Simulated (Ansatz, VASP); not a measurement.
## One calculation of W, two programs

```
CELL_PARAMETERS angstrom
-1.57705 1.57705 1.57705
1.57705 -1.57705 1.57705
1.57705 1.57705 -1.57705
ATOMIC_POSITIONS crystal
W 0.00000 0.00000 0.00000
```

Alike in both runs: functional PBEsol; k mesh 16 × 16 × 16; occupations fermi-dirac, width 0.15 eV; no spin polarisation.

Ansatz relaxed the structure, and its values are those at the end. VASP's run is a single point on that final structure, the one shown.

```csv
,VASP,Ansatz
version,VASP 6.6.1,Ansatz 0.2.0
potentials or method,"VASP PAW PBE potentials, release 64 (W_sv)","scalar-relativistic, plane waves, PAW"
plane-wave cutoff (eV),520,420
valence electrons in the cell,14,14
```

|  | VASP | Ansatz | Ansatz less VASP |
| --- | --- | --- | --- |
| gap on the k mesh at the Fermi level (eV) | none | none | - |
| pressure (GPa) | 0.6 | 0.0 | -0.57 |

A gap of «none» marks a metal or a gap that the smearing closes. Ansatz warned: «pseudo_functional_mismatch».

Caveats: the PAW data sets were made with another functional, which shifts forces and pressure a little (VASP). The runs have no spin-orbit coupling, so splittings on W are missing.
